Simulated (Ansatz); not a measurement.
Wires are cut from relaxed bulk AlCo (Pm-3m, 11.24 Å³/atom, gap on the mesh 0.00 eV); atoms and period are relaxed, and energies count from that bulk.

These are results of DFT PBEsol, scalar-relativistic, plane waves, PAW (Ansatz 0.2.0), not measurements.

Cutoff 420 eV, Gaussian smearing of 0.05 eV, energies at zero smearing, symmetry of each start kept, no spin polarisation.

```
                             start atoms k mesh excess energy (eV per host atom) line energy (eV/Å) period (Å) gap on the mesh (eV) highest filled level or Fermi level under vacuum (eV)
[111] wire, 16 host atoms a period     16  1×1×11                             1.268               4.273       4.749                     0                                                      -
[111] wire, 28 host atoms a period     28  1×1×11                             0.875               5.151       4.758                     0                                                   4.73
```

A dash: not computed, or not clear enough to read.

Spin polarisation was left out, and a magnetic state may lie lower.

Each run keeps its start's symmetry and one magnetic start, so lower states can exist.

Cost: 2 runs of about 58 core-minutes in all, on Intel Xeon Processor @ 2.50GHz (Skylake/Cascade Lake) (shared hosts).